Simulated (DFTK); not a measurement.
Crystal: Mo.

```
Mo
1.0
    -1.58381    1.58381    1.58381
     1.58381   -1.58381    1.58381
     1.58381    1.58381   -1.58381
Mo
1
Direct
  0.00000 0.00000 0.00000
```

Base run:

- Program: DFTK 0.8.2
- Functional: PBE
- Potentials or basis: dojo.nc.sr.pbe.v0_4_1.standard.upf (PBE)
- Cutoff: 1088 eV
- k mesh: 12 × 12 × 12
- Occupations: fermi-dirac, width 0.05 eV
- Spin: no spin polarisation

Its results: band gap on the k mesh none (metal or under the smearing width); pressure -1.6 GPa.

Question: After a change of settings the same cell gave: band gap on the k mesh none (metal or under the smearing width); pressure -12.0 GPa. Which change was it?
A. functional from PBE to PBEsol; potentials or basis from dojo.nc.sr.pbe.v0_4_1.standard.upf (PBE) to cp2k.nc.sr.pbe.v0_1.largecore.gth (PBE, GTH); cutoff from 1088 eV to 1306 eV
B. functional from PBE to PBEsol; potentials or basis from dojo.nc.sr.pbe.v0_4_1.standard.upf (PBE) to dojo.nc.sr.pbesol.v0_4_1.standard.upf (PBEsol)
C. functional from PBE to LDA; potentials or basis from dojo.nc.sr.pbe.v0_4_1.standard.upf (PBE) to cp2k.nc.sr.lda.v0_1.semicore.gth (LDA, GTH); cutoff from 1088 eV to 1415 eV

Answer: C.

Caveats: GTH potentials come without recommended cutoffs, and this one wasn't checked for convergence (some runs).

Not every run made on this cell is shown here.
